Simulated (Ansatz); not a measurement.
# Zr9N8: the cost of one run

Computed with Ansatz 0.2.0 (DFT PBE, scalar-relativistic, plane waves, PAW, unless a step's input says otherwise).

3 further runs of the same task are left out: 1 that didn't finish, 2 set aside as unsound or not needed.

### Step 1. Starting point

The structure is cubic, space group Fm-3m (No. 225). The conventional cell has a = 4.595 Å, b = 4.595 Å, c = 4.595 Å, α = 90.00°, β = 90.00°, γ = 90.00°. Zr (site symmetry m-3m) has 6 N at 2.30 Å as nearest neighbours. N (site symmetry m-3m) is surrounded by 6 Zr at 2.30 Å.

As a file:

```
CELL_PARAMETERS angstrom
0.00000 2.29730 2.29730
2.29730 0.00000 2.29730
2.29730 2.29730 0.00000
ATOMIC_POSITIONS crystal
Zr 0.50000 0.50000 0.50000
N 0.00000 0.00000 0.00000
```

It goes back to an entry of the Materials Project, which need not be the stable form.

It is the result of an earlier relaxation at this level (volume 12.12 Å³/atom; gap on the mesh: none (metal)).

### Step 2. Relaxing the first end

The supercell's rows are 0 -2 2; 0 0 2; -2 0 2 in vectors of the relaxed cell. Atom 17 is the Zr that will move.

input.yaml reads:

```yaml
crystal:
  lattice:
    - [0.0, 4.5945978683, -4.5945978683]
    - [4.5945978683, 4.5945978683, 0.0]
    - [4.5945978683, 0.0, -4.5945978683]
  atoms:
    - { symbol: Zr, position: [0.25, 0.75, 0.25] }
    - { symbol: Zr, position: [0.25, 0.25, 0.25] }
    - { symbol: Zr, position: [0.75, 0.75, 0.25] }
    - { symbol: Zr, position: [0.75, 0.25, 0.25] }
    - { symbol: Zr, position: [0.25, 0.75, 0.75] }
    - { symbol: Zr, position: [0.25, 0.25, 0.75] }
    - { symbol: Zr, position: [0.75, 0.75, 0.75] }
    - { symbol: Zr, position: [0.75, 0.25, 0.75] }
    - { symbol: "N", position: [0.5, 0.5, 0.0] }
    - { symbol: "N", position: [0.5, 0.0, 0.0] }
    - { symbol: "N", position: [1.0, 0.5, 0.0] }
    - { symbol: "N", position: [1.0, 0.0, 0.0] }
    - { symbol: "N", position: [0.5, 0.5, 0.5] }
    - { symbol: "N", position: [0.5, 0.0, 0.5] }
    - { symbol: "N", position: [1.0, 0.5, 0.5] }
    - { symbol: "N", position: [1.0, 0.0, 0.5] }
    - { symbol: Zr, position: [0.8706362128, 0.3913068482, 0.8823413045] }
basis:
  ecutwfc: 420
  xc_grid: 2
kpoints:
  mp_grid: { grid: [4, 4, 4], shift: [0.0, 0.0, 0.0] }
hamiltonian:
  xc: pbe
scf:
  occupations: { method: gaussian, width: 0.1 }
output:
  forces: true
  stress: false
  eigenvalues: true
relax:
  adjacent_minimum: "off"
  f_tol: 0.02
  max_steps: 60
```

Command:

```sh
ansatz run input.yaml --threads 4 --pin off --max-ram 8192MiB --backend cpu --events-out ev --progress --plain --runs-dir out
```

**Question.** How long does this run take on 4 threads of Intel Xeon Platinum 8488C (Sapphire Rapids), shared host, and how much memory does it need?

About 2.5 min, with a peak of 1.1 GiB.
